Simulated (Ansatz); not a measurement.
The system is MgO.

```xyz
2
Lattice="0.0000 2.3062 2.3062 2.3062 0.0000 2.3062 2.3062 2.3062 0.0000" Properties=species:S:1:pos:R:3 pbc="T T T"
Mg    2.3062    2.3062    2.3062
O     3.4592    3.4592    3.4592
```

The cell was built by a generator and needn't be a form met in nature.

| Quantity | Value |
| --- | --- |
| Program | Ansatz 0.2.0 |
| Task | relaxation of cell and atoms |
| Functional | PBEsol0 |
| Potentials or basis | Ansatz PAW |
| Cutoff | 420 eV (not typed: the program's choice for these potentials) |
| k mesh | 5 × 5 × 5 |
| Occupations | fermi-dirac, width 0.05 eV |
| Spin | no spin polarisation |

At the start: volume 12.27 Å³/atom.

**Question.** Where does the relaxation end?

**Answer.** It ends after 7 steps and the volume is 11.67 Å³/atom (-4.8 %); space group F-43m (No. 216, to 0.05 Å).

Step by step:
```
step  energy change (eV)  largest force (eV/Å)  volume (Å³)
   1              0.0000                0.0000        24.53
   2             -0.0166                0.0000        23.99
   3             -0.0242                0.0000        23.34
   4             -0.0241                0.0000        23.38
   5             -0.0221                0.0000        23.38
   6             -0.0222                0.0000        23.35
   7             -0.0222                0.0000        23.35
```

Final structure:
```
CELL_PARAMETERS angstrom
0.00000 2.26852 2.26852
2.26852 0.00000 2.26852
2.26852 2.26852 0.00000
ATOMIC_POSITIONS crystal
Mg 0.50000 0.50000 0.50000
O 0.75000 0.75000 0.75000
```

Caveat: the k mesh is coarse (spacing up to 0.47 Å⁻¹), so the values aren't converged, least of all with exact exchange; the plane-wave basis is chosen anew once the cell has moved, so the energies of steps on either side of that aren't comparable; the pressure holds a Pulay correction of +0.4 GPa for the finite cutoff; the PAW data sets come from PBE, with cores solved anew for the run's functional, which leaves a small shift of forces and pressure.
